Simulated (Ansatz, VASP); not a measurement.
Two plane-wave programs on Cu

```
CELL_PARAMETERS angstrom
0.00000 1.78204 1.78204
1.78204 0.00000 1.78204
1.78204 1.78204 0.00000
ATOMIC_POSITIONS crystal
Cu 0.00000 0.00000 0.00000
```

Alike in both runs: functional PBEsol; k mesh 16 × 16 × 16; occupations gaussian, width 0.1 eV; no spin polarisation.

Ansatz relaxed the structure, and its values are those at the end. VASP's run is a single point on that final structure, the one shown.

```csv
,VASP,Ansatz
version,VASP 6.6.1,Ansatz 0.2.0
potentials or method,"VASP PAW PBE potentials, release 64 (Cu)","scalar-relativistic, plane waves, PAW"
plane-wave cutoff (eV),520,420
valence electrons in the cell,11,19
```

Ansatz gave:

```
gap on the k mesh at the Fermi level (eV) : none
pressure (GPa)                            : 0.0
```

Task: What did VASP give for the same quantities?

Result: gap on the k mesh at the Fermi level (eV): none; pressure (GPa): 0.8.

A gap of «none» marks a metal or a gap that the smearing closes. With one functional, cell and mesh, what is left measures potentials, basis and numerics. The two sets of potentials don't hold the same shells in valence. Ansatz warned: «pseudo_functional_mismatch».

Caveats: the PAW data sets were made with another functional, which shifts forces and pressure a little (VASP).
